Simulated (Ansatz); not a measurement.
A 4-atom cell of CuI (P-3m1) from a materials database was relaxed with 3 functionals in Ansatz, cell and atoms free, the symmetry of the start kept (meshes: PBE-D3(BJ) 6×6×4, r2SCAN+rVV10 6×6×4, PBE-D4 6×6×4). (Simulation; spin polarisation is off.)

The PBE-D4 result:
```cif
data_structure
_symmetry_space_group_name_H-M 'P-3m1'
_symmetry_Int_Tables_number 164
_cell_length_a 4.0767
_cell_length_b 4.0767
_cell_length_c 7.1215
_cell_angle_alpha 90.000
_cell_angle_beta 90.000
_cell_angle_gamma 120.000
_cell_volume 102.50
loop_
_atom_site_label
_atom_site_type_symbol
_atom_site_symmetry_multiplicity
_atom_site_Wyckoff_symbol
_atom_site_fract_x
_atom_site_fract_y
_atom_site_fract_z
_atom_site_occupancy
Cu1 Cu 2 d 0.66667 0.33333 0.59418 1
I1 I 2 d 0.33333 0.66667 0.76963 1
```

Space group P-3m1 (No. 164), trigonal; a = 4.077 Å, c = 7.122 Å in the conventional setting, 25.62 Å³ an atom. Around Cu lie 4 I at 2.59–2.66 Å and 3 Cu at 2.71 Å; around I lie 4 Cu at 2.59–2.66 Å.

**Question.** What lattice does PBE-D3(BJ) give?

**Answer.** a = 4.074 Å, c = 7.106 Å; the volume differs by -0.4 % from PBE-D4's. Cu has 4 I at 2.59–2.67 Å and 3 Cu at 2.70 Å; I has 4 Cu at 2.59–2.67 Å.

**Question.** What lattice does r2SCAN+rVV10 give?

**Answer.** a = 4.095 Å, c = 7.210 Å; the volume differs by +2.1 % from PBE-D4's. Cu is surrounded by 4 I at 2.57–2.67 Å and 3 Cu at 2.72 Å; I is surrounded by 4 Cu at 2.57–2.67 Å.
